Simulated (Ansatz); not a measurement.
# Residual resistivity of an alloy: Ag(111) with 4 layers of random Ag-Ta, 2x2, part 2 of 2

How strongly does chemical disorder scatter in Ag(111) with 4 layers of random Ag-Ta, 2x2?

Ansatz 0.2.0; Ansatz plane-wave DFT, PBE, PAW files; ballistic transport by layer matching (Landauer), zero bias; PAW set soft_1.

So far. Step 3 (With 8 alloy layers): Over the solved energies the transmission per spin lies between 0.689 and 0.834, out of 3.27 channels of the lead on average (up to 3.33).

### 4. With 12 alloy layers

In 12 layers a share of 0.125 of the sites is given to Ta at random. A fresh draw is used; the growth of the resistance with length is what counts.

System of this step: Ag(111) with 12 layers of random Ag-Ta, 2x2. The cell holds 72 atoms: 66 Ag and 6 Ta. Its edges and angles: a = 5.779 Å, b = 5.779 Å, c = 42.465 Å, α = 90.0°, β = 90.0°, γ = 120.0°. It derives from Ag. Regions: lead, 24 atoms (24 Ag); scattering region, 48 atoms (42 Ag and 6 Ta). The structure is stacked along c, and the current runs across the ab planes.

input.yaml

```yaml
crystal:
  lattice:
    - [5.7787594586, 0.0, 0.0]
    - [-2.8893797293, 5.0045524935, 0.0]
    - [0.0, 0.0, 42.4650360593]
  atoms:
    - { symbol: Ag, position: [0.0, 0.0, 0.0277777778] }
    - { symbol: Ag, position: [0.0, 0.5, 0.0277777778] }
    - { symbol: Ag, position: [0.5, 0.0, 0.0277777778] }
    - { symbol: Ag, position: [0.5, 0.5, 0.0277777778] }
    - { symbol: Ag, position: [0.1666666667, 0.3333333333, 0.0833333333] }
    - { symbol: Ag, position: [0.1666666667, 0.8333333333, 0.0833333333] }
    - { symbol: Ag, position: [0.6666666667, 0.3333333333, 0.0833333333] }
    - { symbol: Ag, position: [0.6666666667, 0.8333333333, 0.0833333333] }
    - { symbol: Ag, position: [0.3333333333, 0.1666666667, 0.1388888889] }
    - { symbol: Ag, position: [0.3333333333, 0.6666666667, 0.1388888889] }
    - { symbol: Ag, position: [0.8333333333, 0.1666666667, 0.1388888889] }
    - { symbol: Ag, position: [0.8333333333, 0.6666666667, 0.1388888889] }
    - { symbol: Ag, position: [0.0, 0.0, 0.1944444444] }
    - { symbol: Ag, position: [0.0, 0.5, 0.1944444444] }
    - { symbol: Ag, position: [0.5, 0.0, 0.1944444444] }
    - { symbol: Ag, position: [0.5, 0.5, 0.1944444444] }
    - { symbol: Ag, position: [0.1666666667, 0.3333333333, 0.25] }
    - { symbol: Ag, position: [0.1666666667, 0.8333333333, 0.25] }
    - { symbol: Ag, position: [0.6666666667, 0.3333333333, 0.25] }
    - { symbol: Ag, position: [0.6666666667, 0.8333333333, 0.25] }
    - { symbol: Ag, position: [0.3333333333, 0.1666666667, 0.3055555556] }
    - { symbol: Ag, position: [0.3333333333, 0.6666666667, 0.3055555556] }
    - { symbol: Ag, position: [0.8333333333, 0.1666666667, 0.3055555556] }
    - { symbol: Ag, position: [0.8333333333, 0.6666666667, 0.3055555556] }
    - { symbol: Ag, position: [0.0, 0.0, 0.3611111111] }
    - { symbol: Ta, position: [0.0, 0.5, 0.3611111111] }
    - { symbol: Ag, position: [0.5, 0.0, 0.3611111111] }
    - { symbol: Ag, position: [0.5, 0.5, 0.3611111111] }
    - { symbol: Ag, position: [0.1666666667, 0.3333333333, 0.4166666667] }
    - { symbol: Ag, position: [0.1666666667, 0.8333333333, 0.4166666667] }
    - { symbol: Ag, position: [0.6666666667, 0.3333333333, 0.4166666667] }
    - { symbol: Ta, position: [0.6666666667, 0.8333333333, 0.4166666667] }
    - { symbol: Ag, position: [0.3333333333, 0.1666666667, 0.4722222222] }
    - { symbol: Ag, position: [0.3333333333, 0.6666666667, 0.4722222222] }
    - { symbol: Ta, position: [0.8333333333, 0.1666666667, 0.4722222222] }
    - { symbol: Ag, position: [0.8333333333, 0.6666666667, 0.4722222222] }
    - { symbol: Ag, position: [0.0, 0.0, 0.5277777778] }
    - { symbol: Ta, position: [0.0, 0.5, 0.5277777778] }
    - { symbol: Ag, position: [0.5, 0.0, 0.5277777778] }
    - { symbol: Ag, position: [0.5, 0.5, 0.5277777778] }
    - { symbol: Ag, position: [0.1666666667, 0.3333333333, 0.5833333333] }
    - { symbol: Ag, position: [0.1666666667, 0.8333333333, 0.5833333333] }
    - { symbol: Ta, position: [0.6666666667, 0.3333333333, 0.5833333333] }
    - { symbol: Ag, position: [0.6666666667, 0.8333333333, 0.5833333333] }
    - { symbol: Ag, position: [0.3333333333, 0.1666666667, 0.6388888889] }
    - { symbol: Ag, position: [0.3333333333, 0.6666666667, 0.6388888889] }
    - { symbol: Ag, position: [0.8333333333, 0.1666666667, 0.6388888889] }
    - { symbol: Ag, position: [0.8333333333, 0.6666666667, 0.6388888889] }
    - { symbol: Ag, position: [0.0, 0.0, 0.6944444444] }
    - { symbol: Ta, position: [0.0, 0.5, 0.6944444444] }
    - { symbol: Ag, position: [0.5, 0.0, 0.6944444444] }
    - { symbol: Ag, position: [0.5, 0.5, 0.6944444444] }
    - { symbol: Ag, position: [0.1666666667, 0.3333333333, 0.75] }
    - { symbol: Ag, position: [0.1666666667, 0.8333333333, 0.75] }
    - { symbol: Ag, position: [0.6666666667, 0.3333333333, 0.75] }
    - { symbol: Ag, position: [0.6666666667, 0.8333333333, 0.75] }
    - { symbol: Ag, position: [0.3333333333, 0.1666666667, 0.8055555556] }
    - { symbol: Ag, position: [0.3333333333, 0.6666666667, 0.8055555556] }
    - { symbol: Ag, position: [0.8333333333, 0.1666666667, 0.8055555556] }
    - { symbol: Ag, position: [0.8333333333, 0.6666666667, 0.8055555556] }
    - { symbol: Ag, position: [0.0, 0.0, 0.8611111111] }
    - { symbol: Ag, position: [0.0, 0.5, 0.8611111111] }
    - { symbol: Ag, position: [0.5, 0.0, 0.8611111111] }
    - { symbol: Ag, position: [0.5, 0.5, 0.8611111111] }
    - { symbol: Ag, position: [0.1666666667, 0.3333333333, 0.9166666667] }
    - { symbol: Ag, position: [0.1666666667, 0.8333333333, 0.9166666667] }
    - { symbol: Ag, position: [0.6666666667, 0.3333333333, 0.9166666667] }
    - { symbol: Ag, position: [0.6666666667, 0.8333333333, 0.9166666667] }
    - { symbol: Ag, position: [0.3333333333, 0.1666666667, 0.9722222222] }
    - { symbol: Ag, position: [0.3333333333, 0.6666666667, 0.9722222222] }
    - { symbol: Ag, position: [0.8333333333, 0.1666666667, 0.9722222222] }
    - { symbol: Ag, position: [0.8333333333, 0.6666666667, 0.9722222222] }
kpoints:
  mp_grid: { grid: [4, 4, 1] }
hamiltonian:
  xc: pbe
  pseudopotentials: { kind: paw, azcp: { folder: soft_1 } }
scf:
  occupations: { method: fermi_dirac, width: 0.1 }
output:
  transmission: { leads: [[0, 4]], kmesh: [8, 8], e_range: [-0.05, 0.05], de: 0.05 }
  write_potential: true
  write_density: true
  volumetric_format: npy
```

On the command line:

```sh
ansatz run input.yaml --threads 4 --pin off --max-ram 15360MiB --backend cpu --events-out ev --progress --plain --runs-dir out
```

Numbers of over 12 decimals in the logs are rounded to 6 here.

What it wrote:

```text
[...]
Crystal: 72 atoms, lattice volume = 1228.093 Å³
Basis set: ecut = 420 eV, 24081 PW (Γ)
Bands: 800, of which v1, the nominal top of the filled ones, is band 666 counted from 1 (665 counted from 0)
Symmetry: 1 space group operations
[...]
k-points: 10 of 16 (time reversal used)
[...]
SCF iter   1: F=—  HF=-560615.745741 eV  |F-HF|=—  |Δ(HF+E_count)|=         —  Δρ=1.14e-1  dr2=1.78e3  ethr=3.10e-3  ⟨swp⟩=4.0  Hψ=23592  notcnv=0  defer=215
[...]
SCF iter  13: F=-560567.813584 eV  HF=-560567.813584 eV  |F-HF|=4.02e-8  |Δ(HF+E_count)|=   4.07e-9  Δρ=3.84e-7  dr2=4.06e-8  ethr=7.51e-12  ⟨swp⟩=9.2  Hψ=29856  notcnv=0
SCF 1 converged in 13 iterations: F = -560567.813584 eV  dr2 = 4.06e-8
[...]
transmission: 204 of 2006 steps passed
transmission: 404 of 2006 steps passed
[...]
transmission: 2006 of 2006 steps passed
SCF converged after 13 iterations
Free energy (F): -560567.813584 eV
[...]
Internal energy: -560566.553198 eV  (E = F + TS)
E sigma→0 (E₀):  -560567.183391 eV
Entropy (-TS):   -1.260386 eV (-17.505 meV/atom)
Fermi energy:    17.571314 eV
[...]
--- Band table (eV; the first three rows and the last of 10) ---
  k-point 0: bands = [... 662 lower, 17.6700, 17.7412, 17.8268, 17.8351, 17.8821, 18.0083, 18.0166, 18.1107, ... 130 higher]
  k-point 1: bands = [... 662 lower, 17.3949, 17.4270, 17.4531, 17.4966, 17.5261, 17.6215, 17.6777, 17.6969, ... 130 higher]
  k-point 2: bands = [... 662 lower, 17.2560, 17.3199, 17.3250, 17.3568, 17.3783, 17.5287, 17.5343, 17.5720, ... 130 higher]
  k-point 9: bands = [... 662 lower, 17.3043, 17.3166, 17.3305, 17.4558, 17.5423, 17.5624, 17.6239, 17.6782, ... 130 higher]
--- Transmission ---
  basis      : 253 plane waves across, 59 finite elements along
  points     : 34, standing for a mesh of 8 x 8
[...]
channels       : 3.234375e0 a spin
[...]
junction   : crystal 0 to crystal 0, 1.66 to 41.77 Å
    transmission   : 6.460608e-1 a spin
[...]
```

The job ended after 23 min (4 threads of Arm Neoverse V1, shared host; peak memory 7.9 GiB; 1.5 h of CPU time).

This step gave:

| Item | Value |
| --- | --- |
| free energy | -560567.8136 eV |
| energy at zero smearing | -560567.1834 eV |
| Fermi energy | 17.57 eV |
| transmission per spin nearest the Fermi level | 0.6461 |
| step of the lead's potential | 10.6 meV |

Per spin. Table of transmission, zone mean by energy, zero at the Fermi level:

```
energy (eV)  transmission, zone mean
    -0.0500                    0.624
     0.0000                    0.646
     0.0500                    0.619
```

Over the solved energies the transmission per spin lies between 0.619 and 0.646, out of 3.27 channels of the lead on average (up to 3.33).

### 5. Resistance against length

This step: Ansatz plane-wave DFT, PBE, PAW files; ballistic transport by layer matching (Landauer), zero bias; residual resistivity from the slope of the area resistance, atoms on the host's lattice; PAW set soft_1 (Ansatz 0.2.0).

This step gave:

```
resistivity           : 189.4 µΩ cm
intercept             : -0.3170 fΩ m²
scatter about the fit : 0.3696 fΩ m²
```

Resistance, by row:

```
run  length (Å)       T  channels N  RA (fΩ m²)
 n4       9.437   1.587       3.266       1.209
 n8       18.87  0.7582       3.266        3.78
n12       28.31  0.6298       3.266       4.783
```

The area resistance by length of the alloy:

```
length of the alloy (Å)  area resistance (fΩ m²)
                   9.44                     1.21
                  18.87                     3.78
                  28.31                     4.78
```

The area resistance goes from 1.2 to 4.8 fΩ m² between 9.4 and 28.3 Å, a slope of 189 µΩ cm.

By hand from the end points: (4.783 − 1.209) fΩ m² / (28.31 − 9.44) Å = 189 µΩ cm, since 1 fΩ m² per Å is 1000 µΩ cm.

### 6. Outcome

- resistivity from the slope: 189 µΩ cm
- area resistance over 9.44 Å: 1.21 fΩ m²
- area resistance over 18.9 Å: 3.78 fΩ m²
- area resistance over 28.3 Å: 4.78 fΩ m²

In words: The slope gives 189 µΩ cm. The points scatter by 0.37 fΩ m² about the line, with one random draw a length in a 2x2 cell, so the slope is a rough value. Read with a model of isotropic scattering on a spherical Fermi surface and the lead's 0.87×10¹⁵ S/m², this slope means a mean free path near 4.5 Å; over these lengths the model's slope is within 3 % of its bulk resistivity, though a free path of a few ångströms strains the picture. The draw over the shortest length came out nearly ordered, with 8 symmetry operations, so that point is a poor sample of a random alloy. The atoms sit on the host's lattice, so scattering by size misfit is left out. Spin-orbit coupling is left out, which matters for Ta.

[Logs are printed without paths, hosts, clocks, repeated set-up lines and the standing remarks that a program may print on its own settings, such as how far it seeks lower states.]

[Hosts, paths, dates, database ids (printed as entryN), source tags and the programs' standing remarks are cut or masked in the printed files.]
